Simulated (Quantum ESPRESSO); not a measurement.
# Al (Im-3m) in Quantum ESPRESSO: equation of state

How stiff is Al in PBE, and what volume does it want? The cell is scaled to several volumes.

Program: Quantum ESPRESSO 7.5. These are calculated values, not measurements. Logs are shortened: lines on timing, memory, paths and dates and some standing lists are left out, and cuts for length are marked.

**1. The structure**

It takes space group Im-3m (No. 229, cubic). The conventional cell has a = 3.182 Å, b = 3.182 Å, c = 3.182 Å, α = 90.00°, β = 90.00°, γ = 90.00°. Around Al (site symmetry m-3m) lie 8 Al at 2.76 Å.

This isn't the form of Al at room conditions, which is fcc.

**2. Single point, PBE, 15.15 Å³/atom**

The input, pw.in:

```
&CONTROL
  calculation = 'scf'
  prefix = 'pwscf'
  outdir = './tmp'
  pseudo_dir = './pseudo'
  tprnfor = .true.
  tstress = .true.
  disk_io = 'nowf'
/
&SYSTEM
  ibrav = 0
  nat = 1
  ntyp = 1
  ecutwfc = 55
  ecutrho = 440
  nbnd = 6
  occupations = 'smearing'
  smearing = 'fd'
  degauss = 0.00367493
/
&ELECTRONS
  conv_thr = 2d-10
  electron_maxstep = 120
  mixing_beta = 0.5
/
ATOMIC_SPECIES
Al    26.9815 Al.pbe-n-kjpaw_psl.1.0.0.UPF
CELL_PARAMETERS angstrom
  -1.5587357247    1.5587357247    1.5587357247
   1.5587357247   -1.5587357247    1.5587357247
   1.5587357247    1.5587357247   -1.5587357247
ATOMIC_POSITIONS crystal
Al     0.0000000000    0.0000000000    0.0000000000
K_POINTS automatic
12 12 12 0 0 0
```

Potentials or basis: SSSP 1.3 efficiency PBE.

Command:

```bash
$ OMP_NUM_THREADS=1 pw.x -in pw.in > pw.out
```

pw.out:

```text
This program is part of the open-source Quantum ESPRESSO suite
     for quantum simulation of materials; please cite
         "P. Giannozzi et al., J. Phys.:Condens. Matter 21 395502 (2009);
         "P. Giannozzi et al., J. Phys.:Condens. Matter 29 465901 (2017);
         "P. Giannozzi et al., J. Chem. Phys. 152 154105 (2020);
     in publications or presentations arising from this work. More details at

     file Al.pbe-n-kjpaw_psl.1.0.0.UPF: wavefunction(s)  3S 3P renormalized
     Message from routine setup:
     using ibrav=0 with symmetry is DISCOURAGED, use correct ibrav instead

     Subspace diagonalization in iterative solution of the eigenvalue problem:
     a serial algorithm will be used

     G-vector sticks info
     --------------------
     sticks:   dense  smooth     PW     G-vecs:    dense   smooth      PW
     Sum         857     419    169                15947     5481    1409

     Using Slab Decomposition

     bravais-lattice index     =            0
     lattice parameter (alat)  =       5.1019  a.u.
     unit-cell volume          =     102.2290 (a.u.)^3
     number of atoms/cell      =            1
     number of atomic types    =            1
     number of electrons       =         3.00
     number of Kohn-Sham states=            6
     kinetic-energy cutoff     =      55.0000  Ry
     charge density cutoff     =     440.0000  Ry
     scf convergence threshold =      2.0E-10
     mixing beta               =       0.5000
     number of iterations used =            8  plain     mixing
     Exchange-correlation= SLA  PW   PBX  PBC
                           (   1   4   3   4   0   0   0)

     celldm(1)=   5.101900  celldm(2)=   0.000000  celldm(3)=   0.000000
     celldm(4)=   0.000000  celldm(5)=   0.000000  celldm(6)=   0.000000

     crystal axes: (cart. coord. in units of alat)
               a(1) = (  -0.577350   0.577350   0.577350 )
               a(2) = (   0.577350  -0.577350   0.577350 )
               a(3) = (   0.577350   0.577350  -0.577350 )

     reciprocal axes: (cart. coord. in units 2 pi/alat)
               b(1) = (  0.000000  0.866025  0.866025 )
               b(2) = (  0.866025  0.000000  0.866025 )
               b(3) = (  0.866025  0.866025  0.000000 )

     PseudoPot. # 1 for Al read from file:
     Al.pbe-n-kjpaw_psl.1.0.0.UPF
     Pseudo is Projector augmented-wave + core cor, Zval =  3.0
     Generated using "atomic" code by A. Dal Corso  v.5.1
     Shape of augmentation charge: PSQ
     Using radial grid of 1135 points,  6 beta functions with:
                l(1) =   0
                l(2) =   0
                l(3) =   1
                l(4) =   1
                l(5) =   2
                l(6) =   2
     Q(r) pseudized with 0 coefficients

     atomic species   valence    mass     pseudopotential
     Al                3.00    26.98150     Al( 1.00)

     48 Sym. Ops., with inversion, found

   Cartesian axes

     site n.     atom                  positions (alat units)
         1        Al     tau(   1) = (   0.0000000   0.0000000   0.0000000  )

     number of k points=    72  Fermi-Dirac smearing, width (Ry)=  0.0037
                       cart. coord. in units 2pi/alat
        k(    1) = (   0.0000000   0.0000000   0.0000000), wk =   0.0011574
        k(    2) = (   0.0721688   0.0721688   0.0000000), wk =   0.0138889
        k(    3) = (   0.1443376   0.1443376   0.0000000), wk =   0.0138889
        k(    4) = (   0.2165064   0.2165064   0.0000000), wk =   0.0138889
        k(    5) = (   0.2886751   0.2886751   0.0000000), wk =   0.0138889
        k(    6) = (   0.3608439   0.3608439   0.0000000), wk =   0.0138889
[... 64 lines left out ...]
        k(   71) = (  -0.8660254  -0.0721688  -0.0721688), wk =   0.0138889
        k(   72) = (  -0.8660254  -0.8660254  -0.8660254), wk =   0.0011574

     Dense  grid:    15947 G-vectors     FFT dimensions: (  36,  36,  36)

     Smooth grid:     5481 G-vectors     FFT dimensions: (  25,  25,  25)

     Initial potential from superposition of free atoms

     starting charge       2.9977, renormalised to       3.0000
     Starting wfcs are    4 randomized atomic wfcs +    2 random wfcs
     Checking if some PAW data can be deallocated...

     Self-consistent Calculation

     iteration #  1     ecut=    55.00 Ry     beta= 0.50
     Davidson diagonalization with overlap
     ethr =  1.00E-02,  avg # of iterations =  5.9

     Threshold (ethr) on eigenvalues was too large:
     Diagonalizing with lowered threshold

     Davidson diagonalization with overlap
     ethr =  1.75E-04,  avg # of iterations =  3.0

     total energy              =     -39.49217543 Ry
     estimated scf accuracy    <       0.00519638 Ry

     iteration #  2     ecut=    55.00 Ry     beta= 0.50
     Davidson diagonalization with overlap
     ethr =  1.73E-04,  avg # of iterations =  1.0

     total energy              =     -39.49185634 Ry
     estimated scf accuracy    <       0.00116402 Ry

     iteration #  3     ecut=    55.00 Ry     beta= 0.50
     Davidson diagonalization with overlap
     ethr =  3.88E-05,  avg # of iterations =  1.4

     total energy              =     -39.49187749 Ry
     estimated scf accuracy    <       0.00000075 Ry

     iteration #  4     ecut=    55.00 Ry     beta= 0.50
     Davidson diagonalization with overlap
     c_bands:  1 eigenvalues not converged
     ethr =  2.49E-08,  avg # of iterations =  4.4

     total energy              =     -39.49187832 Ry
     estimated scf accuracy    <          5.9E-09 Ry

     iteration #  5     ecut=    55.00 Ry     beta= 0.50
     Davidson diagonalization with overlap
     ethr =  1.98E-10,  avg # of iterations =  1.7

     End of self-consistent calculation

          k = 0.0000 0.0000 0.0000 (   683 PWs)   bands (ev):

    -2.9209  22.6141  22.6141  24.8209  24.8209  24.8209

          k = 0.0722 0.0722 0.0000 (   682 PWs)   bands (ev):

    -2.7094  20.4837  21.5871  21.8125  23.7602  24.5637

          k = 0.1443 0.1443 0.0000 (   694 PWs)   bands (ev):

    -2.0768  16.8969  20.2199  20.3795  22.2845  23.4566

          k = 0.2165 0.2165 0.0000 (   696 PWs)   bands (ev):

    -1.0293  13.3531  19.0775  19.1104  21.0526  22.4766

          k = 0.2887 0.2887 0.0000 (   702 PWs)   bands (ev):

[... 63 lines left out ...]

    -0.6128  13.6720  15.6706  16.5652  24.9667  25.3461

          k = 0.2887 0.2887 0.1443 (   700 PWs)   bands (ev):

     0.8343  10.4450  14.6963  15.6709  24.2089  24.7566

          k = 0.3608 0.3608 0.1443 (   700 PWs)   bands (ev):

     2.6663   7.5292  14.1082  15.1308  23.7027  24.3448

          k = 0.4330 0.4330 0.1443 (   704 PWs)   bands (ev):

     4.5631   5.2696  13.9117  14.9499  23.5287  24.1999

          k =-0.0000-0.0000 0.1443 (   683 PWs)   bands (ev):

    -2.4981  19.9078  19.9078  22.2044  22.7486  23.0307

          k = 0.2887 0.2165 0.2165 (   705 PWs)   bands (ev):

     0.6286  12.1816  12.9392  15.2005  26.0875  26.3174

          k = 0.3608 0.2887 0.2165 (   704 PWs)   bands (ev):

     2.2634   9.4296  11.8753  14.4297  25.7239  27.0089

          k = 0.4330 0.3608 0.2165 (   710 PWs)   bands (ev):

     4.2537   6.7479  11.4611  14.0476  25.4320  27.1749

          k = 0.0000-0.0722 0.2165 (   692 PWs)   bands (ev):

    -1.8666  16.9864  18.3344  20.8096  22.2125  22.5026

          k = 0.4330 0.2887 0.2887 (   709 PWs)   bands (ev):

     4.0677   8.4662   9.4070  13.8306  27.0868  27.4569

          k = 0.5052 0.3608 0.2887 (   711 PWs)   bands (ev):

     5.9266   6.5800   8.8837  13.6345  27.1595  28.7904

          k = 0.0000-0.1443 0.2887 (   693 PWs)   bands (ev):

    -0.8208  13.5189  17.0788  19.6203  21.4547  22.6141

          k = 0.0722-0.0722 0.2887 (   698 PWs)   bands (ev):

    -1.0292  15.2494  15.7890  20.2782  21.0981  22.3385

          k =-0.0000-0.2165 0.3608 (   696 PWs)   bands (ev):

     0.6289  10.2676  16.1706  18.7091  20.6128  22.8245

          k = 0.0722-0.1443 0.3608 (   703 PWs)   bands (ev):

     0.2166  12.1466  14.4645  19.5599  20.9899  22.1430

          k = 0.0000-0.2887 0.4330 (   700 PWs)   bands (ev):

     2.4647   7.3389  15.6220  18.1479  20.0919  22.6565

          k = 0.0722-0.2165 0.4330 (   703 PWs)   bands (ev):

     1.8578   9.0877  13.6949  18.8736  20.5050  23.1550

          k = 0.1443-0.1443 0.4330 (   717 PWs)   bands (ev):

     1.6543  10.8135  11.7004  20.1459  20.3746  21.7869

          k =-0.8660-0.3608-0.3608 (   712 PWs)   bands (ev):

     4.3694   5.0687  15.4385  17.9589  19.9168  22.5539

          k =-0.7939-0.2887-0.3608 (   712 PWs)   bands (ev):

     3.8581   6.3667  13.3121  18.5163  20.1837  24.2464

          k =-0.7217-0.2165-0.3608 (   711 PWs)   bands (ev):

     3.4728   8.2671  10.7795  19.6702  20.4227  22.7390

          k =-0.7217-0.2887-0.2887 (   715 PWs)   bands (ev):

     5.3442   6.0617  10.5593  19.5024  20.3146  24.2165

          k =-0.6495-0.2165-0.2887 (   712 PWs)   bands (ev):

     5.4250   7.4920   8.5039  19.4780  21.7138  22.6082

          k = 0.2887 0.2887 0.2887 (   709 PWs)   bands (ev):

     2.0605  11.2028  11.2028  12.7933  28.7670  28.7736

          k = 0.3608 0.3608 0.2887 (   704 PWs)   bands (ev):

     3.8702   8.6177  10.6144  11.9168  28.7889  28.9266

          k = 0.4330 0.4330 0.2887 (   706 PWs)   bands (ev):

     5.7311   6.4377  10.4181  11.6820  28.7628  28.8723

          k = 0.0000 0.0000 0.2887 (   707 PWs)   bands (ev):

    -1.2380  16.7035  16.7035  18.4513  20.1252  24.2769

          k = 0.4330 0.3608 0.3608 (   706 PWs)   bands (ev):

     5.8109   7.8783   8.7124  11.1149  30.2436  30.4816

          k = 0.0000-0.0722 0.3608 (   701 PWs)   bands (ev):

    -0.1971  13.9720  15.4271  17.6506  19.6791  24.0828

          k =-0.0000-0.1443 0.4330 (   707 PWs)   bands (ev):

     1.2457  10.8161  14.5128  16.9113  20.5755  23.3713

          k = 0.0722-0.0722 0.4330 (   710 PWs)   bands (ev):

     1.0409  12.5476  13.1961  17.4796  18.9372  24.0439

          k = 0.0000-0.2165 0.5052 (   707 PWs)   bands (ev):

     3.0719   7.9213  13.9636  16.3738  22.0040  22.8805

          k = 0.0722-0.1443 0.5052 (   706 PWs)   bands (ev):

     2.6712   9.8161  12.1986  17.2521  19.7146  23.4568

          k =-0.8660-0.2887-0.2887 (   702 PWs)   bands (ev):

     4.9550   5.6785  13.7804  16.1866  22.7113  23.4389

          k =-0.7939-0.2165-0.2887 (   713 PWs)   bands (ev):

     4.6551   7.1473  11.7994  16.9545  21.2940  22.8220

          k =-0.7217-0.1443-0.2887 (   707 PWs)   bands (ev):

     4.4710   8.8612   9.7868  18.3995  19.4906  22.6528

          k =-0.7217-0.2165-0.2165 (   710 PWs)   bands (ev):

     6.3216   6.9827   9.2735  18.6141  20.5423  21.3360

          k = 0.4330 0.4330 0.4330 (   688 PWs)   bands (ev):

     7.6823   7.6823   7.6823   9.7137  31.7060  31.7060

          k = 0.0000 0.0000 0.4330 (   711 PWs)   bands (ev):

     0.8356  14.1431  14.1431  15.4937  17.6986  26.3386

          k =-0.0000-0.0722 0.5052 (   711 PWs)   bands (ev):

     2.2669  11.6733  13.2270  15.1986  17.5000  25.4004

          k = 0.0000-0.1443 0.5774 (   705 PWs)   bands (ev):

     4.0773   8.8717  12.6779  14.8653  18.7320  22.9957

          k = 0.0722-0.0722 0.5774 (   707 PWs)   bands (ev):

     3.8805  10.6086  11.3145  15.4703  17.0453  22.8464

          k =-0.8660-0.2165-0.2165 (   712 PWs)   bands (ev):

     5.9320   6.6725  12.4950  14.7068  20.1497  21.2302

          k =-0.7939-0.1443-0.2165 (   706 PWs)   bands (ev):

     5.8399   8.2749  10.6789  15.6356  18.0601  20.5607

          k =-0.7217-0.1443-0.1443 (   706 PWs)   bands (ev):

     7.6907   7.6907   8.9274  17.2082  17.2082  19.2496

          k =-0.0000-0.0000 0.5774 (   707 PWs)   bands (ev):

     3.6818  12.3111  12.3111  13.3719  15.7292  22.7051

          k = 0.0000-0.0722 0.6495 (   707 PWs)   bands (ev):

     5.4694  10.1340  11.7627  13.5354  15.8244  20.1510

          k =-0.8660-0.1443-0.1443 (   706 PWs)   bands (ev):

     7.3008   8.0076  11.5801  13.5422  16.8106  18.5465

          k =-0.7939-0.0722-0.1443 (   703 PWs)   bands (ev):

     7.3897   9.4435  10.2018  14.2658  15.3952  17.9913

          k = 0.0000 0.0000 0.7217 (   699 PWs)   bands (ev):

     7.2246  11.2150  11.2150  12.0963  14.1674  17.6621

          k =-0.8660-0.0722-0.0722 (   700 PWs)   bands (ev):

     9.0550   9.5810  11.0327  12.5669  13.8648  16.3728

          k =-0.8660-0.8660-0.8660 (   682 PWs)   bands (ev):

    10.8505  10.8505  10.8505  11.6708  11.6708  15.4678

     the Fermi energy is     8.8262 ev

!    total energy              =     -39.49187832 Ry
     total all-electron energy =      -485.634660 Ry
     estimated scf accuracy    <          1.9E-10 Ry
     smearing contrib. (-TS)   =      -0.00030755 Ry
     internal energy E=F+TS    =     -39.49157077 Ry

     The total energy is F=E-TS. E is the sum of the following terms:
     one-electron contribution =       3.38874250 Ry
     hartree contribution      =       0.00403473 Ry
     xc contribution           =      -2.63647338 Ry
     ewald contribution        =      -5.55969636 Ry
     one-center paw contrib.   =     -34.68817826 Ry

     convergence has been achieved in   5 iterations

     Forces acting on atoms (cartesian axes, Ry/au):

     atom    1 type  1   force =     0.00000000    0.00000000    0.00000000

     Total force =     0.000000     Total SCF correction =     0.000000

     Computing stress (Cartesian axis) and pressure

          total   stress  (Ry/bohr**3)                   (kbar)     P=       96.80
   0.00065803  -0.00000000  -0.00000000           96.80       -0.00       -0.00
  -0.00000000   0.00065803  -0.00000000           -0.00       96.80       -0.00
  -0.00000000  -0.00000000   0.00065803           -0.00       -0.00       96.80

=------------------------------------------------------------------------------=
   JOB DONE.
=------------------------------------------------------------------------------=
```

It took 6.1 s on 1 thread of Intel Xeon Platinum 8559C (Emerald Rapids), shared host; peak memory 0.11 GiB.

Results:

| Quantity | Value |
| --- | --- |
| Free energy | -537.3144 eV |
| Pressure | 9.7 GPa |
| Band gap on the k mesh | none (metal or under the smearing width) |

**3. Single point, PBE, 15.47 Å³/atom**

pw.in, as its differences from that of step 2:

```diff
@@ -28,5 +28,5 @@
 CELL_PARAMETERS angstrom
-  -1.5587357247    1.5587357247    1.5587357247
-   1.5587357247   -1.5587357247    1.5587357247
-   1.5587357247    1.5587357247   -1.5587357247
+  -1.5697130985    1.5697130985    1.5697130985
+   1.5697130985   -1.5697130985    1.5697130985
+   1.5697130985    1.5697130985   -1.5697130985
 ATOMIC_POSITIONS crystal
```

Potentials or basis: SSSP 1.3 efficiency PBE.

Command:

```bash
$ OMP_NUM_THREADS=1 pw.x -in pw.in > pw.out
```

It took 6.3 s on 1 thread of Intel Xeon Platinum 8559C (Emerald Rapids), shared host; peak memory 0.11 GiB.

It converged, with:

```
Free energy            : -537.3316 eV
Pressure               : 7.5 GPa
Band gap on the k mesh : none (metal or under the smearing width)
```

**4. Single point, PBE, 15.79 Å³/atom**

pw.in, as its differences from that of step 3:

```diff
@@ -28,5 +28,5 @@
 CELL_PARAMETERS angstrom
-  -1.5697130985    1.5697130985    1.5697130985
-   1.5697130985   -1.5697130985    1.5697130985
-   1.5697130985    1.5697130985   -1.5697130985
+  -1.5805390481    1.5805390481    1.5805390481
+   1.5805390481   -1.5805390481    1.5805390481
+   1.5805390481    1.5805390481   -1.5805390481
 ATOMIC_POSITIONS crystal
```

Command:

```bash
$ OMP_NUM_THREADS=1 pw.x -in pw.in > pw.out
```

It took 6.2 s on 1 thread of Intel Xeon Platinum 8559C (Emerald Rapids), shared host; peak memory 0.11 GiB.

It converged, with:

```yaml
Free_energy: -537.3447 eV
Pressure: 5.6 GPa
Band_gap_on_the_k_mesh: none (metal or under the smearing width)
```

**5. Single point, PBE, 16.12 Å³/atom**

pw.in, as its differences from that of step 4:

```diff
@@ -28,5 +28,5 @@
 CELL_PARAMETERS angstrom
-  -1.5805390481    1.5805390481    1.5805390481
-   1.5805390481   -1.5805390481    1.5805390481
-   1.5805390481    1.5805390481   -1.5805390481
+  -1.5912186900    1.5912186900    1.5912186900
+   1.5912186900   -1.5912186900    1.5912186900
+   1.5912186900    1.5912186900   -1.5912186900
 ATOMIC_POSITIONS crystal
```

Command:

```bash
$ OMP_NUM_THREADS=1 pw.x -in pw.in > pw.out
```

It took 6.1 s on 1 thread of Intel Xeon Platinum 8559C (Emerald Rapids), shared host; peak memory 0.11 GiB.

Results (log left out):

- Free energy: -537.3541 eV
- Pressure: 3.8 GPa
- Band gap on the k mesh: none (metal or under the smearing width)

**6. Single point, PBE, 16.44 Å³/atom**

pw.in, as its differences from that of step 5:

```diff
@@ -28,5 +28,5 @@
 CELL_PARAMETERS angstrom
-  -1.5912186900    1.5912186900    1.5912186900
-   1.5912186900   -1.5912186900    1.5912186900
-   1.5912186900    1.5912186900   -1.5912186900
+  -1.6017568692    1.6017568692    1.6017568692
+   1.6017568692   -1.6017568692    1.6017568692
+   1.6017568692    1.6017568692   -1.6017568692
 ATOMIC_POSITIONS crystal
```

Potentials or basis: SSSP 1.3 efficiency PBE.

Command:

```bash
$ OMP_NUM_THREADS=1 pw.x -in pw.in > pw.out
```

Run time: 6.1 s. Hardware: 1 thread of Intel Xeon Platinum 8559C (Emerald Rapids), shared host; peak memory 0.11 GiB.

The run converged. Its results:

```
Free energy            : -537.3601 eV
Pressure               : 2.2 GPa
Band gap on the k mesh : none (metal or under the smearing width)
```

**7. Single point, PBE, 16.76 Å³/atom**

pw.in, as its differences from that of step 6:

```diff
@@ -28,5 +28,5 @@
 CELL_PARAMETERS angstrom
-  -1.6017568692    1.6017568692    1.6017568692
-   1.6017568692   -1.6017568692    1.6017568692
-   1.6017568692    1.6017568692   -1.6017568692
+  -1.6121581793    1.6121581793    1.6121581793
+   1.6121581793   -1.6121581793    1.6121581793
+   1.6121581793    1.6121581793   -1.6121581793
 ATOMIC_POSITIONS crystal
```

Command:

```bash
$ OMP_NUM_THREADS=1 pw.x -in pw.in > pw.out
```

It took 6.1 s on 1 thread of Intel Xeon Platinum 8559C (Emerald Rapids), shared host; peak memory 0.11 GiB.

It converged, with:

* Free energy: -537.3630 eV
* Pressure: 0.7 GPa
* Band gap on the k mesh: none (metal or under the smearing width)

**8. Single point, PBE, 17.08 Å³/atom**

pw.in, as its differences from that of step 7:

```diff
@@ -28,5 +28,5 @@
 CELL_PARAMETERS angstrom
-  -1.6121581793    1.6121581793    1.6121581793
-   1.6121581793   -1.6121581793    1.6121581793
-   1.6121581793    1.6121581793   -1.6121581793
+  -1.6224269796    1.6224269796    1.6224269796
+   1.6224269796   -1.6224269796    1.6224269796
+   1.6224269796    1.6224269796   -1.6224269796
 ATOMIC_POSITIONS crystal
```

Command:

```bash
$ OMP_NUM_THREADS=1 pw.x -in pw.in > pw.out
```

It took 6.3 s on 1 thread of Intel Xeon Platinum 8559C (Emerald Rapids), shared host; peak memory 0.12 GiB.

Results (log left out):

```yaml
Free_energy: -537.3630 eV
Pressure: -0.6 GPa
Band_gap_on_the_k_mesh: none (metal or under the smearing width)
```

**9. Equation of state, PBE**

Potentials or basis: SSSP 1.3 efficiency PBE.

This step only gathers the single runs of the series.

What came out:

```yaml
Equilibrium_volume: 16.93 Å³/atom
Bulk_modulus: 70 GPa
Pressure_derivative_of_the_bulk_modulus: 3.9
```

Energy against volume, from the lowest point:
| volume (Å³/atom) | energy (meV/atom) |
| --- | --- |
| 15.149 | 48.66 |
| 15.471 | 31.41 |
| 15.793 | 18.30 |
| 16.116 | 8.92 |
| 16.438 | 2.94 |
| 16.760 | 0.06 |
| 17.083 | 0.00 |
